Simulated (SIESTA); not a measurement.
P:

```xyz
4
Lattice="1.6477 -5.4650 0.0000 1.6477 5.4650 0.0000 0.0000 0.0000 4.5436" Properties=species:S:1:pos:R:3 pbc="T T T"
P     1.6477   -4.4173    2.6754
P     1.6477    4.4173    1.8683
P     1.6477   -1.0477    0.4035
P     1.6477    1.0477    4.1401
```

Base run:

| Quantity | Value |
| --- | --- |
| Program | SIESTA 5.4.2 |
| Functional | vdW-DF-cx |
| Potentials or basis | PseudoDojo 0.4 standard (PBE files) |
| Basis | DZP (energy shift 0.003 Ry) |
| Grid cutoff | 500 Ry |
| Energy shift | 0.003 Ry |
| k mesh | 8 × 8 × 6 |
| Occupations | fermi-dirac, width 0.05 eV |
| Spin | no spin polarisation |

Its results: band gap on the k mesh 0.09 eV, direct; pressure 2.4 GPa; largest force 0.810 eV/Å.

Task: The run is repeated on the same cell with these changes: functional from vdW-DF-cx to BLYP. What comes out?

Result: Band gap on the k mesh 0.22 eV, direct; pressure 8.3 GPa; largest force 0.787 eV/Å.

Caveats: the potentials were made for another functional, which shifts forces and pressure; the basis of atomic orbitals isn't converged, which shifts pressures, moduli and gaps.
